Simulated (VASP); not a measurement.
# La (P6_3/mmc) in VASP: a series of runs

One crystal, La, is run at these levels: LDA; tasks: single point.

All numbers are computed with VASP 6.6.1; they aren't measurements. Logs are shortened: lines on timing, memory, paths and dates and some standing lists are left out, and cuts for length are marked.

**1. Starting point**

The structure is hexagonal, space group P6_3/mmc (No. 194). Conventional cell: a = 3.750 Å, b = 3.750 Å, c = 6.070 Å, α = 90.00°, β = 90.00°, γ = 120.00°. La (site symmetry -6m2) has 12 La at 3.73 to 3.75 Å as nearest neighbours.

This isn't the form of La at room conditions, which is double hcp.

**2. Single point, LDA**

INCAR

```
SYSTEM = La
PREC = Accurate ; ENCUT = 900
EDIFF = 1E-6 ; ISMEAR = -1
SIGMA = 0.1 ; LREAL = .FALSE.
LASPH = .TRUE. ; NELM = 100
ALGO = Normal ; ISIF = 2
LWAVE = .FALSE. ; LCHARG = .FALSE.
GGA = CA ; ADDGRID = .FALSE.
```

KPOINTS

```
Automatic mesh
0
G
  13 13 7
  0 0 0
```

POSCAR

```
La
1.0
    3.7500000000      0.0000000000      0.0000000000
   -1.8750000000      3.2475952642      0.0000000000
    0.0000000000      0.0000000000      6.0700000000
La
2
Direct
    0.6527560000      0.3219160000      0.7382770000
    0.3157440000      0.6620370000      0.2676620000
```

Potentials or basis: VASP PAW LDA potentials, release 64 (La).

Started as:

```bash
$ cat potpaw_LDA.64/La/POTCAR > POTCAR
$ mpirun -np 1 vasp_std > vasp.out
```

OUTCAR:

```text
SYSTEM = La
   PREC = Accurate
   ENCUT = 900
   EDIFF = 1E-6
   ISMEAR = -1
   LREAL = .FALSE.
   LASPH = .TRUE.
   NELM = 100
   ISIF = 2
   GGA = CA

 Found    592 irreducible k-points:

 Following reciprocal coordinates:
            Coordinates               Weight
  0.000000  0.000000  0.000000      1.000000
  0.076923 -0.000000  0.000000      2.000000
  0.000000  0.076923  0.000000      2.000000
 -0.076923  0.076923  0.000000      2.000000
  0.153846 -0.000000  0.000000      2.000000
  0.000000  0.153846  0.000000      2.000000
   k-points           NKPTS =    592   k-points in BZ     NKDIM =    592   number of bands    NBANDS=     15
   number of dos      NEDOS =    301   number of ions     NIONS =      2
   total plane-waves  NPLWV =  96000
   dimension x,y,z NGX =    40 NGY =   40 NGZ =   60
   dimension x,y,z NGXF=    80 NGYF=   80 NGZF=  120
   ions per type =               2
   NGX,Y,Z   is equivalent  to a cutoff of  17.73, 17.73, 16.43 a.u.
   NGXF,Y,Z  is equivalent  to a cutoff of  35.47, 35.47, 32.87 a.u.
 SYSTEM =  La
   PREC   = accura    normal or accurate (medium, high low for compatibility)
   ISTART =      0    job   : 0-new  1-cont  2-samecut
   ICHARG =      2    charge: 1-file 2-atom 10-const
   ISPIN  =      1    spin polarized calculation?
   LNONCOLLINEAR =      F non collinear calculations
   LSORBIT =      F    spin-orbit coupling
   LASPH  =      T    aspherical Exc in radial PAW
   ENCUT  =  900.0 eV  66.15 Ry    8.13 a.u.   9.17  9.17 14.85*2*pi/ulx,y,z
   NELM   =    100;   NELMIN=  2; NELMDL= -5     # of ELM steps
   EDIFF  = 0.1E-05   stopping-criterion for ELM
   LREAL  =      F    real-space projection
   EDIFFG = 0.1E-04   stopping-criterion for IOM
   NSW    =      0    number of steps for IOM
   IBRION =     -1    ionic relax: 0-MD 1-quasi-New 2-CG
   NFREE  =      0    steps in history (QN), initial steepest desc. (CG)
   ISIF   =      2    stress and relaxation
   ISYM   =      2    0-nonsym 1-usesym 2-fastsym
   POTIM  = 0.5000    time-step for ionic-motion
   TEBEG  =    0.0;   TEEND  =   0.0 temperature during run
   PSTRESS=    0.0 pullay stress
   NELECT =      22.0000    total number of electrons
   NUPDOWN=      -1.0000    fix difference up-down
   EMIN   =  10.00;   EMAX   =-10.00  energy-range for DOS
   EFERMI =   0.00;   METHOD = LEGACY
   ISMEAR =    -1;   SIGMA  =   0.10  broadening in eV -4-tet -1-fermi 0-gaus
   EFERMI_NEDOS =   21; number of points for ismear=-14 and -15
   IALGO  =     38    algorithm
   IMIX   =      4    mixing-type and parameters
     AMIX     =   0.40;   BMIX     =  1.00
     AMIX_MAG =   1.60;   BMIX_MAG =  1.00
  volume/ion in A,a.u.               =      36.96       249.43
  Fermi-wavevector in a.u.,A,eV,Ry     =   1.093004  2.065478 16.254307  1.194658
  Thomas-Fermi vector in A             =   2.229281
   LORBIT       =      0    0 simple, 1 ext, 2 COOP (PROOUT), +10 PAW based schemes
   GGA     = CA    functional components
   LHFCALC =     F    Hartree Fock is set to
   AEXX    =    0.0000 exact exchange contribution
   IVDW    =     0    specifies the selected vdW correction
   LEPSILON=     F    determine dielectric tensor
   LRPA    =     F    only Hartree local field effects (RPA)
 non-spin polarized calculation
  energy-cutoff  :      900.00
  volume of cell :       73.92
 maximum number of plane-waves:      4571
 NGX is ok and might be reduce to    40
   NGX = 19   NGY = 19   NGZ = 29

 number of electron      22.0000000 magnetization

 Free energy of the ion-electron system (eV)
  ---------------------------------------------------
  ext. energy  EPLUGINS =         0.00000000
  ---------------------------------------------------
  free energy    TOTEN  =       -11.04174852 eV

  energy without entropy =      -10.91963072  energy(sigma->0) =      -10.98068962

 E-fermi :   7.6843     XC(G=0):  -9.7749

 val. band max:        7.6826283863   @ k =   0.0769  -0.4615   0.4286
 cond. band min:       7.6848393316   @ k =   0.4615   0.0769   0.2857
 fundamental gap:      0.0022109453
 Fermi energy:         7.6842742638

 k-point     1 :       0.0000    0.0000    0.0000
  band No.  band energies     occupation
      1     -25.0448      2.00000
      2     -24.8156      2.00000
      3      -9.4644      2.00000
      4      -8.2297      2.00000
      5      -8.2142      2.00000
      6      -8.0179      2.00000
      7      -8.0068      2.00000
      8      -7.9716      2.00000
      9       4.5168      2.00000
     10       5.9071      2.00000
     11       8.6688      0.00011
     12       8.9303      0.00001
     13       8.9435      0.00001
     14       9.0587      0.00000
     15       9.1603      0.00000

 k-point     2 :       0.0769   -0.0000    0.0000
  band No.  band energies     occupation
      1     -25.0346      2.00000
      2     -24.8112      2.00000
      3      -9.4392      2.00000
      4      -8.2970      2.00000
      5      -8.2400      2.00000
      6      -8.0798      2.00000
      7      -8.0217      2.00000
      8      -7.9782      2.00000
      9       4.6771      2.00000
     10       6.0555      2.00000
     11       8.3495      0.00258
     12       8.8722      0.00001
     13       8.9879      0.00000
     14       9.0651      0.00000
     15       9.1324      0.00000

 k-point     3 :       0.0000    0.0769    0.0000
  band No.  band energies     occupation
      1     -25.0346      2.00000
      2     -24.8112      2.00000
      3      -9.4391      2.00000
      4      -8.2987      2.00000
      5      -8.2383      2.00000
      6      -8.0783      2.00000
      7      -8.0232      2.00000
      8      -7.9783      2.00000
      9       4.6771      2.00000
     10       6.0561      2.00000
     11       8.3477      0.00262
     12       8.8731      0.00001
     13       8.9883      0.00000
     14       9.0675      0.00000
     15       9.1309      0.00000

 k-point     4 :      -0.0769    0.0769    0.0000
  band No.  band energies     occupation
      1     -25.0347      2.00000
      2     -24.8110      2.00000
      3      -9.4398      2.00000
      4      -8.2865      2.00000
      5      -8.2505      2.00000
      6      -8.0856      2.00000
      7      -8.0154      2.00000
      8      -7.9778      2.00000
      9       4.6770      2.00000
     10       6.0527      2.00000
     11       8.3572      0.00239
     12       8.8673      0.00001
     13       8.9818      0.00000
     14       9.0596      0.00000
     15       9.1229      0.00000

 k-point     5 :       0.1538   -0.0000    0.0000
  band No.  band energies     occupation
      1     -25.0059      2.00000
      2     -24.7992      2.00000
      3      -9.3669      2.00000
      4      -8.4850      2.00000
      5      -8.2980      2.00000
      6      -8.2626      2.00000
      7      -8.0459      2.00000
      8      -8.0059      2.00000
      9       5.1138      2.00000
     10       6.4215      1.99999
     11       7.9359      0.14941
     12       8.5313      0.00042
     13       8.7345      0.00005
     14       8.9955      0.00000
     15       9.1108      0.00000

 k-point     6 :       0.0000    0.1538    0.0000
  band No.  band energies     occupation
      1     -25.0058      2.00000
      2     -24.7993      2.00000
      3      -9.3664      2.00000
      4      -8.4865      2.00000
      5      -8.2965      2.00000
      6      -8.2617      2.00000
      7      -8.0470      2.00000
      8      -8.0064      2.00000
      9       5.1140      2.00000
     10       6.4242      1.99999
     11       7.9328      0.15379
     12       8.5358      0.00040
     13       8.7381      0.00005
     14       8.9962      0.00000
     15       9.0984      0.00000

 [... further k-points ...]

------------------------ aborting loop because EDIFF is reached ----------------------------------------

  FORCE on cell =-STRESS in cart. coord.  units (eV):
  Direction    XX          YY          ZZ          XY          YZ          ZX
  --------------------------------------------------------------------------------------
  -------------------------------------------------------------------------------------
  Total       -1.3328269     -1.3176173     -1.2045837      0.0106747      0.0080647     -0.0097973
  in kB      -28.8870031    -28.5573568    -26.1075247      0.2313569      0.1747898     -0.2123411
  external PRESSURE =     -27.8506282 kB  Pullay stress =       0.0000000 kB

 VOLUME and BASIS-vectors are now :
 -----------------------------------------------------------------------------
  energy-cutoff  :      900.00
  volume of cell :       73.92
      direct lattice vectors                 reciprocal lattice vectors
     3.750000000  0.000000000  0.000000000     0.266666667  0.153960072  0.000000000
    -1.875000000  3.247595264  0.000000000     0.000000000  0.307920144  0.000000000
     0.000000000  0.000000000  6.070000000     0.000000000  0.000000000  0.164744646

 POSITION                                       TOTAL-FORCE (eV/Angst)
 -----------------------------------------------------------------------------------
      1.84424      1.04545      4.48134        -0.008823      0.007152      0.232203
     -0.05728      2.15003      1.62471         0.008823     -0.007152     -0.232203
 -----------------------------------------------------------------------------------
    total drift:                                0.000000     -0.000000     -0.000000

  FREE ENERGIE OF THE ION-ELECTRON SYSTEM (eV)
  ---------------------------------------------------
  free  energy   TOTEN  =       -11.0417485217 eV

  energy  without entropy=      -10.9196307154  energy(sigma->0) =      -10.98068962
```

Run time: 14 min. Hardware: 1 thread of AMD EPYC 9R45 (Zen 5), shared host; peak memory 1.6 GiB.

These settings aren't checked as converged: the numbers below hold their error.

What came out:

- Free energy: -11.0417 eV
- Pressure: -2.8 GPa
- Largest force: 0.232 eV/Å
- Band gap on the k mesh: none (metal or under the smearing width)

**3. Single point, LDA**

INCAR: that of step 2 with these lines changed.

```diff
@@ -1,3 +1,3 @@
 SYSTEM = La
-PREC = Accurate ; ENCUT = 900
+PREC = Accurate ; ENCUT = 500
 EDIFF = 1E-6 ; ISMEAR = -1
```

KPOINTS

```
Automatic mesh
0
G
  17 17 10
  0 0 0
```

POSCAR

```
La
1.0
    3.7500000000      0.0000000000      0.0000000000
   -1.8750000000      3.2475952642      0.0000000000
    0.0000000000      0.0000000000      6.0700000000
La
2
Direct
    0.6666666667      0.3333333333      0.7500000000
    0.3333333333      0.6666666667      0.2500000000
```

Potentials or basis: VASP PAW LDA potentials, release 64 (La).

Started as:

```bash
$ cat potpaw_LDA.64/La/POTCAR > POTCAR
$ mpirun -np 1 vasp_std > vasp.out
```

OUTCAR:

```text
SYSTEM = La
   PREC = Accurate
   ENCUT = 500
   EDIFF = 1E-6
   ISMEAR = -1
   LREAL = .FALSE.
   LASPH = .TRUE.
   NELM = 100
   ISIF = 2
   GGA = CA

 Found    198 irreducible k-points:

 Following reciprocal coordinates:
            Coordinates               Weight
  0.000000  0.000000  0.000000      1.000000
  0.058824  0.000000  0.000000      6.000000
  0.117647 -0.000000  0.000000      6.000000
  0.176471  0.000000  0.000000      6.000000
  0.235294 -0.000000  0.000000      6.000000
[... 186 lines left out ...]

  FORCE on cell =-STRESS in cart. coord.  units (eV):
  Direction    XX          YY          ZZ          XY          YZ          ZX
  --------------------------------------------------------------------------------------
  -------------------------------------------------------------------------------------
  Total       -1.3668489     -1.3668489     -1.3532991      0.0000000      0.0000000      0.0000000
  in kB      -29.6243773    -29.6243773    -29.3307070      0.0000000      0.0000000      0.0000000
  external PRESSURE =     -29.5264872 kB  Pullay stress =       0.0000000 kB

 VOLUME and BASIS-vectors are now :
 -----------------------------------------------------------------------------
  energy-cutoff  :      500.00
  volume of cell :       73.92
      direct lattice vectors                 reciprocal lattice vectors
     3.750000000  0.000000000  0.000000000     0.266666667  0.153960072  0.000000000
    -1.875000000  3.247595264  0.000000000     0.000000000  0.307920144  0.000000000
     0.000000000  0.000000000  6.070000000     0.000000000  0.000000000  0.164744646

 POSITION                                       TOTAL-FORCE (eV/Angst)
 -----------------------------------------------------------------------------------
      1.87500      1.08253      4.55250        -0.000000      0.000000      0.000000
     -0.00000      2.16506      1.51750         0.000000     -0.000000      0.000000
 -----------------------------------------------------------------------------------
    total drift:                                0.000000     -0.000000      0.000000

  FREE ENERGIE OF THE ION-ELECTRON SYSTEM (eV)
  ---------------------------------------------------
  free  energy   TOTEN  =       -11.0573176522 eV

  energy  without entropy=      -10.9294143309  energy(sigma->0) =      -10.99336599
```

OSZICAR:

```text
N       E                     dE             d eps       ncg     rms          rms(c)
DAV:   1     0.244190173852E+03    0.24419E+03   -0.80384E+03  5964   0.198E+03
DAV:   2     0.265280212105E+02   -0.21766E+03   -0.21583E+03  9032   0.345E+02
DAV:   3    -0.677674859695E+01   -0.33305E+02   -0.32691E+02 10213   0.155E+02
DAV:   4    -0.107006384346E+02   -0.39239E+01   -0.38211E+01 11848   0.500E+01
DAV:   5    -0.110580631430E+02   -0.35742E+00   -0.35450E+00  9793   0.135E+01    0.325E+00
DAV:   6    -0.110743065872E+02   -0.16243E-01   -0.54356E-01 11832   0.578E+00    0.161E+00
DAV:   7    -0.110590013955E+02    0.15305E-01   -0.40915E-02 10720   0.168E+00    0.505E-01
DAV:   8    -0.110572372791E+02    0.17641E-02   -0.41490E-03 11840   0.561E-01    0.551E-02
DAV:   9    -0.110573037223E+02   -0.66443E-04   -0.52845E-04 11760   0.179E-01    0.367E-02
DAV:  10    -0.110573178638E+02   -0.14141E-04   -0.55970E-05 11794   0.530E-02    0.244E-02
DAV:  11    -0.110573177053E+02    0.15848E-06   -0.14074E-05  9648   0.411E-02    0.441E-03
DAV:  12    -0.110573176522E+02    0.53168E-07   -0.49326E-07  7102   0.101E-02
   1 F= -.11057318E+02 E0= -.10993366E+02  d E =-.127903E+00
```

stdout:

```text
POSCAR found type information on POSCAR La
 POSCAR found :  1 types and       2 ions
 scaLAPACK will be used
 LDA part: xc-table for (Slater(with rela. corr.)+CA(PZ))
 , standard interpolation
 POSCAR, INCAR and KPOINTS ok, starting setup
 FFT: planning ... GRIDC
 FFT: planning ... GRID_SOFT
 FFT: planning ... GRID
 WAVECAR not read
 entering main loop
```

Run time: 1.7 min. Hardware: 1 thread of AMD EPYC 9R45 (Zen 5), shared host; peak memory 0.31 GiB.

These settings aren't checked as converged: the numbers below hold their error.

What came out:

```
Free energy            : -11.0573 eV
Pressure               : -3.0 GPa
Band gap on the k mesh : none (metal or under the smearing width)
```
